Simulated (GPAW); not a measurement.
# AlNi3 (Pm-3m) in GPAW: a series of runs

The runs below take AlNi3 through single point, with PBEsol.

Everything below comes from runs of GPAW 26.7.0. Logs are shortened: lines on timing, memory, paths and dates and some standing lists are left out, and cuts for length are marked. The log counts tension as positive stress, the text compression.

## 1. The crystal as given

The structure is cubic, space group Pm-3m (No. 221). Conventional cell: a = 3.523 Å, b = 3.523 Å, c = 3.523 Å, α = 90.00°, β = 90.00°, γ = 90.00°. Ni (site symmetry 4/mmm) has 8 Ni at 2.49 Å and 4 Al at 2.49 Å as nearest neighbours. Al (site symmetry m-3m) is surrounded by 12 Ni at 2.49 Å.

The cell is a database's computed one.

## 2. Single point, PBEsol, collinear spin, ferromagnetic start, 10.93 Å³/atom

run.py reads:

```python
from ase import Atoms
from ase.dft.bandgap import bandgap
from ase.io import write
from ase.units import GPa
from gpaw import GPAW, PW, setup_paths

setup_paths.insert(0, '.')

atoms = Atoms(['Ni', 'Ni', 'Ni', 'Al'],
              cell=[[3.5230547267, -0.0704610945, 0.0],
                    [-0.0704610945, 3.5230547267, 0.0],
                    [0.0, 0.0, 3.5230547267]],
              scaled_positions=[[0.5, 0.5, 0.0],
                                [0.5, 0.0, 0.5],
                                [0.0, 0.5, 0.5],
                                [0.0, 0.0, 0.0]],
              pbc=True)
atoms.set_initial_magnetic_moments([1.0, 1.0, 1.0, 0.0])

calc = GPAW(mode=PW(600),
            xc='PBEsol',
            kpts={'size': (7, 7, 7), 'gamma': True},
            occupations={'name': 'fermi-dirac', 'width': 0.05},
            nbands=45,
            convergence={'density': 1e-05, 'energy': 1e-05},
            maxiter=150,
            txt='gpaw.txt')
atoms.calc = calc
energy = atoms.get_potential_energy()
forces = atoms.get_forces()
stress = atoms.get_stress()
calc.write('gs.gpw')
write('result.traj', atoms)
print(f'Energy: {energy:.6f} eV')
print('Forces (eV/A):')
print(forces.round(4))
print('Stress (GPa):', (stress / GPa).round(3))
print('Moments:', calc.get_magnetic_moments().round(3))
print('Fermi level:', round(calc.get_fermi_level(), 4), 'eV')
print(f'Gap: {bandgap(calc)[0]:.4f} eV, direct: {bandgap(calc, direct=True)[0]:.4f} eV')
```

Potentials or basis: PAW data sets generated in the run's folder for this functional, pw.

Launch:

```sh
gpaw-setup -f PBEsol Al Ni
OMP_NUM_THREADS=1 python run.py
```

gpaw.txt:

```text
__  _  _
 | _ |_)|_||  |
 |__||  | ||/\| - 26.7.0

Input parameters:
  mode=PW(ecut=600.0),
  convergence={'density': 1e-05, 'energy': 1e-05},
  kpts=MonkhorstPack(size=(7, 7, 7), gamma=True),
  maxiter=150,
  nbands=45,
  occupations=Occupations(name='fermi-dirac', width=0.05),
  xc=XC(name='PBEsol')

Diagonalizing LCAO Hamiltonian
Converting LCAO to pw mode

        Ni
            Ni
             Ni
       Al

Atoms  # Å, Bohr magnetons
|   | symbol |         x |         y |        z |    initial magnetic moments |
|---|--------|-----------|-----------|----------|-----------------------------|
| 0 |     Ni |  1.726297 |  1.726297 | 0.000000 | ( 0.0000,  0.0000,  1.0000) |
| 1 |     Ni |  1.761527 | -0.035231 | 1.761527 | ( 0.0000,  0.0000,  1.0000) |
| 2 |     Ni | -0.035231 |  1.761527 | 1.761527 | ( 0.0000,  0.0000,  1.0000) |
| 3 |     Al |  0.000000 |  0.000000 | 0.000000 | ( 0.0000,  0.0000,  0.0000) |

Unit cell  # Å
| periodic |         x |         y |        z |  lengths |    angles |
|----------|-----------|-----------|----------|----------|-----------|
|      yes |  3.523055 | -0.070461 | 0.000000 | 3.523759 | 90.000000 |
|      yes | -0.070461 |  3.523055 | 0.000000 | 3.523759 | 90.000000 |
|      yes |  0.000000 |  0.000000 | 3.523055 | 3.523055 | 92.291526 |

Number of symmetries: 8
Symmetry operations  # r_c * U_cc + t_c -> r_c
|   | kind |            matrix            |
|---|------|------------------------------|
| 0 |  E   |  1, 0, 0,  0, 1, 0,  0, 0, 1 |
| 1 |  σ   |  1, 0, 0,  0, 1, 0,  0, 0,-1 |
| 2 |  σ   |  0, 1, 0,  1, 0, 0,  0, 0, 1 |
| 3 |  C2  |  0, 1, 0,  1, 0, 0,  0, 0,-1 |
| 4 |  σ   |  0,-1, 0, -1, 0, 0,  0, 0, 1 |
| 5 |  C2  |  0,-1, 0, -1, 0, 0,  0, 0,-1 |
| 6 |  C2  | -1, 0, 0,  0,-1, 0,  0, 0, 1 |
| 7 |  i   | -1, 0, 0,  0,-1, 0,  0, 0,-1 |

BZ-sampling:
  Number of BZ points: 343
  Number of IBZ points: 64

  Monkhorst-Pack size: [7, 7, 7]
  Monkhorst-Pack shift: [0, 0, 0]

K-points  # in reciprocal-cell coordinates
|     |                                coordinates |     weight |
|-----|--------------------------------------------|------------|
|   0 | (  0.00000000,   0.00000000,   0.00000000) | 0.00291545 |
|   1 | (  0.00000000,   0.00000000,   0.14285714) | 0.00583090 |
|   2 | (  0.00000000,   0.00000000,   0.28571429) | 0.00583090 |
|   3 | (  0.00000000,   0.00000000,   0.42857143) | 0.00583090 |
|   4 | (  0.14285714,  -0.14285714,   0.00000000) | 0.00583090 |
|   5 | (  0.14285714,  -0.14285714,   0.14285714) | 0.01166181 |
|   6 | (  0.14285714,  -0.14285714,   0.28571429) | 0.01166181 |
|   7 | (  0.14285714,  -0.14285714,   0.42857143) | 0.01166181 |
|   8 | (  0.14285714,   0.00000000,   0.00000000) | 0.01166181 |
|   9 | (  0.14285714,   0.00000000,   0.14285714) | 0.02332362 |
| ... |                                            |            |
|  63 | (  0.42857143,   0.42857143,   0.42857143) | 0.01166181 |

Plane wave coefficients: 1471
Cutoff: 600.0 eV

Spin-components: 2 (collinear spins)
Bands:           45
Projectors:      23
Spin-degeneracy: 1
Datatype:        complex128

Parallelization:
  kpt:    1
  domain: 1
  band:   1

Density:
  Valence electrons: 51.0
  Components: 2
  Grid points: [20 20 20]
  Charge: 0.0  # |e|

Potential:
  Grid points: [20 20 20]

species:
  Ni:
    name:    Nickel
    Z:       28.0
    valence: 16
    core:    12
    charge:  0.0  # [|e|]
    compensation charges:
      type: gauss
      rc: 0.36  # [Å]
      lmax: 2
    cutoffs:
      filter: 2.14  # [Å]
      core: 1.98  # [Å]
    projectors
    | kind |    occ | energy [eV] | rcut [Å] |
    |------|--------|-------------|----------|
    |   4s |  2.000 |      -5.661 |    1.164 |
    |   3p |  6.000 |     -71.261 |    1.207 |
    |   4p |  0.000 |      -1.193 |    1.207 |
    |   3d |  8.000 |      -8.901 |    1.138 |
    |    s |        |      21.550 |    1.164 |
    |    d |        |      18.310 |    1.138 |

    Using partial waves for Ni as LCAO basis

  Al:
    name:    Aluminium
    Z:       13.0
    valence: 3
    core:    10
    charge:  0.0  # [|e|]
    compensation charges:
      type: gauss
      rc: 0.34  # [Å]
      lmax: 2
    cutoffs:
      filter: 1.91  # [Å]
      core: 2.36  # [Å]
    projectors
    | kind |    occ | energy [eV] | rcut [Å] |
    |------|--------|-------------|----------|
    |   3s |  2.000 |      -7.715 |    1.085 |
    |   3p |  1.000 |      -2.689 |    1.085 |
    |    s |        |      19.497 |    1.085 |
    |    p |        |      24.522 |    1.085 |
    |    d |        |       0.000 |    1.085 |

    Using partial waves for Al as LCAO basis

Reference energy: -130587.894217  # eV

eigensolver:
  PPCG
  Converge bands: occupied
  niter=2

density mixing:
  MSR1-Mixer
  Pratt-step length: 0.05
  Maximum mixing coefficient: 0.75
  Old densities: 10
  SVD Regularization: 0.005
  Good broyden scale: 1.0
  Trust region scale: 1.0
  Backstep threshold: 4.0
  History deletion threshold: 6.0
  Fourier metric: weight=20.0, sigma=0.015

occupation numbers:
  Fermi-Dirac:
    width: 0.0500  # eV

poisson solver:
  ecut: 4800.0  # eV

xc functional:
  name: PBEsol with 2 nearest neighbor stencil

convergence criteria:
- Maximum integral of absolute [dens]ity change: 1e-05 electrons / valence electron
- Maximum [total energy] change in last 3 cyles: 1e-05 eV / valence electron
- Maximum integral of absolute [eigenst]ate change: 4e-08 eV^2 / valence electron
maximum number of iterations: 150

SCF iterations
|iter     | |      energy | eigst |  dens |  magmom |
|---------|-|-------------|-------|-------|---------|
|iter:   1| |  -29.097554 | +0.63 |       |  +3.0045|
|iter:   2| |  -29.253035 | -1.31 | -1.16 |  +2.9037|
|iter:   3| |  -29.497270 | -2.86 | -1.24 |  +2.3095|
|iter:   4| |  -29.634151 | -2.58 | -1.35 |  +1.4371|
|iter:   5| |  -29.693948 | -3.19 | -1.84 |  +1.0079|
|iter:   6| |  -29.694519 | -3.76 | -1.97 |  +0.9598|
|iter:   7| |  -29.683528 | -3.72 | -2.04 |  +0.7511|
|iter:   8| |  -29.684049 | -5.08 | -2.54 |  +0.7206|
|iter:   9| |  -29.684153 | -5.12 | -2.75 |  +0.6986|
|iter:  10| |  -29.683920c| -5.68 | -3.09 |  +0.6875|
|iter:  11| |  -29.683875c| -7.37 | -4.03 |  +0.6839|
|iter:  12| |  -29.683844c| -7.93c| -4.49 |  +0.6813|
|iter:  13| |  -29.683831c| -7.81c| -4.88 |  +0.6801|
|iter:  14| |  -29.683832c| -8.57c| -5.52c|  +0.6801|

Converged in 14 steps
Energy contributions relative to reference atoms: (reference = -130587.894217)

Energy contributions:
  Kinetic:          23.315965
  Coulomb:         -14.456832
  Zero:              0.227308
  External:          0.000000
  Xc:              -38.755650
  Entropy:          -0.029245
  Spinorbit:         0.000000
  ----------------------------
  Free energy:     -29.698454
  Extrapolated:    -29.683832

dipole moment: (-12.988083, -12.988083, -13.252897)  # |e|*Ang

Total magnetic moment: (0.000000, 0.000000, 0.680140)

Local magnetic moments
|        x |        y |         z |
|----------|----------|-----------|
| 0.000000 | 0.000000 |  0.248072 |  # Ni   0
| 0.000000 | 0.000000 |  0.248405 |  # Ni   1
| 0.000000 | 0.000000 |  0.248405 |  # Ni   2
| 0.000000 | 0.000000 | -0.011128 |  # Al   3

Fermi level: 8.819
Eigenvalues  # (at kpt = [0.000, 0.000, 0.000])
| band index |      eig [eV] | occ [0-1] |      eig [eV] | occ [0-1] |
|------------|---------------|-----------|---------------|-----------|
|          0 |       -54.692 |     1.000 |       -54.388 |     1.000 |
|        ... |               |           |               |           |
|         15 |         5.374 |     1.000 |         5.631 |     1.000 |
|         16 |         7.277 |     1.000 |         7.491 |     1.000 |
|         17 |         7.376 |     1.000 |         7.591 |     1.000 |
|         18 |         7.502 |     1.000 |         7.719 |     1.000 |
|         19 |         8.272 |     1.000 |         8.458 |     0.999 |
|         20 |         8.273 |     1.000 |         8.460 |     0.999 |
[... 8 lines left out ...]
|         29 |        15.622 |     0.000 |        15.721 |     0.000 |
|         30 |        16.493 |     0.000 |        16.554 |     0.000 |
|        ... |               |           |               |           |
|         44 |        33.917 |     0.000 |        33.915 |     0.000 |

No gap
No difference between direct/indirect transitions

Forces  # eV/Ang
|       x |        y |       z |
|---------|----------|---------|
| 0.00000 |  0.00000 | 0.00000 |  # Ni   0
| 0.00000 | -0.00000 | 0.00000 |  # Ni   1
| 0.00000 |  0.00000 | 0.00000 |  # Ni   2
| 0.00000 |  0.00000 | 0.00000 |  # Al   3

Stress tensor  # eV/Ang^3
|         x |         y |         z |
|-----------|-----------|-----------|
| -0.011861 | -0.037364 |  0.000000 |
| -0.037364 | -0.011861 |  0.000000 |
|  0.000000 |  0.000000 | -0.008241 |

# Writing to gs.gpw (mode='')
```

stdout:

```text
Energy: -29.683832 eV
Forces (eV/A):
[[ 0.  0.  0.]
 [ 0. -0.  0.]
 [ 0.  0.  0.]
 [ 0.  0.  0.]]
Stress (GPa): [-1.9   -1.9   -1.32   0.     0.    -5.986]
Moments: [ 0.248  0.248  0.248 -0.011]
Fermi level: 8.819 eV
Gap: 0.0000 eV, direct: 0.0000 eV
```

It took 89 s on 1 thread of AMD EPYC 9R45 (Zen 5), shared host; peak memory 0.3 GiB.

What came out:

```
Free energy            : -29.6985 eV
Pressure               : 1.7 GPa
Band gap on the k mesh : none (metal or under the smearing width)
Net moment             : 0.68 μB per cell
Site moments           : Ni +0.25; Al -0.01 μB
```

Caveat: the density grid can change from cell to cell, which puts small steps into energies and stress; the stock nickel data set gives pressures a few GPa off other programs.

## 3. Single point, PBEsol, collinear spin, ferromagnetic start, 10.93 Å³/atom

Changes to run.py since step 2:

```diff
@@ -9,4 +9,4 @@
 atoms = Atoms(['Ni', 'Ni', 'Ni', 'Al'],
-              cell=[[3.5230547267, -0.0704610945, 0.0],
-                    [-0.0704610945, 3.5230547267, 0.0],
+              cell=[[3.5230547267, -0.0352305473, 0.0],
+                    [-0.0352305473, 3.5230547267, 0.0],
                     [0.0, 0.0, 3.5230547267]],
```

Potentials or basis: PAW data sets generated in the run's folder for this functional, pw.

Launch:

```sh
gpaw-setup -f PBEsol Al Ni
OMP_NUM_THREADS=1 python run.py
```

Wall time 87 s (1 thread of AMD EPYC 9R45 (Zen 5), shared host); peak memory 0.31 GiB.

Results (log left out):

```
Free energy            : -29.7231 eV
Pressure               : 1.4 GPa
Band gap on the k mesh : none (metal or under the smearing width)
Net moment             : 0.70 μB per cell
Site moments           : Ni +0.25; Al -0.01 μB
```

Caveat: the density grid can change from cell to cell, which puts small steps into energies and stress; the stock nickel data set gives pressures a few GPa off other programs.

## 4. The reference run

An earlier run on the cell as given: functional PBEsol; potentials or basis PAW data sets generated in the run's folder for this functional; cutoff 600 eV; basis pw; k mesh 8 × 8 × 8; occupations fermi-dirac, width 0.05 eV; collinear spin, ferromagnetic start; starting moments [1.0, 1.0, 1.0, 0.0] μB.

* Pressure: 1.4 GPa
* Band gap on the k mesh: none (metal or under the smearing width)
* Net moment: 0.67 μB per cell
* Site moments: Ni +0.25; Al -0.01 μB
